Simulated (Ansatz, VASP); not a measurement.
**Two plane-wave programs on TiSe2**

Contents of INCAR:

```
ALGO = Normal ; EDIFF = 1E-7
ENCUT = 520 ; GGA = PE
ISIF = 2 ; ISMEAR = -1
LASPH = True ; LCHARG = False
LREAL = False ; LWAVE = False
NBANDS = 19 ; NELM = 60
PREC = Accurate ; SIGMA = 0.05
```

File KPOINTS:

```
k-points
0
Gamma
  9 9 5
```

Contents of POSCAR:

```
TiSe2
1.0
    3.4638164804      0.0000000000      0.0000000000
   -1.7319082402      2.9997530661      0.0000000000
    0.0000000000      0.0000000000      5.8814349967
Se Ti
2 1
Direct
    0.6666666667      0.3333333333      0.7448000000
    0.3333333333      0.6666666667      0.2552000000
    0.0000000000      0.0000000000      0.0000000000
```

The input input.yaml:

```yaml
crystal:
  lattice:
    - [3.4638164804, 0.0, 0.0]
    - [-1.7319082402, 2.9997530661, 0.0]
    - [0.0, 0.0, 5.8814349967]
  atoms:
    - { symbol: Se, position: [0.6666666667, 0.3333333333, 0.7448] }
    - { symbol: Se, position: [0.3333333333, 0.6666666667, 0.2552] }
    - { symbol: Ti, position: [0.0, 0.0, 0.0] }
hamiltonian:
  xc: pbe
  pseudopotentials: { kind: paw }
kpoints:
  mp_grid: { grid: [9, 9, 5] }
scf:
  occupations: { method: fermi_dirac, width: 0.05 }
output:
  forces: true
  stress: true
  eigenvalues: true
```

Change from the starting cell: volume scaled by 0.94.

Alike in both runs: task single point; functional PBE; k mesh 9 × 9 × 5; occupations fermi-dirac, width 0.05 eV; no spin polarisation.

|  | VASP | Ansatz |
| --- | --- | --- |
| version | VASP 6.6.1 | Ansatz 0.2.0 |
| potentials or method | VASP PAW PBE potentials, release 64 (Se, Ti_sv) | Ansatz PAW |
| plane-wave cutoff (eV) | 520 | 420 |
| valence electrons in the cell | 24 | 44 |

```csv
,VASP,Ansatz,Ansatz less VASP
gap on the k mesh at the Fermi level (eV),none,none,-
pressure (GPa),7.6,7.4,-0.12
largest component of the traceless stress (GPa),0.92,0.91,-0.013
rms of the force components (eV/Å),0.360,0.351,-0.0094
```

Atom by atom the forces differ by 0.009 eV/Å (rms over components). A gap of «none» marks a metal or a gap that the smearing closes. The two sets of potentials don't hold the same shells in valence.

Caveats: this functional lacks dispersion, which binds the layers, so the pressure and a relaxed spacing across them are unreliable.
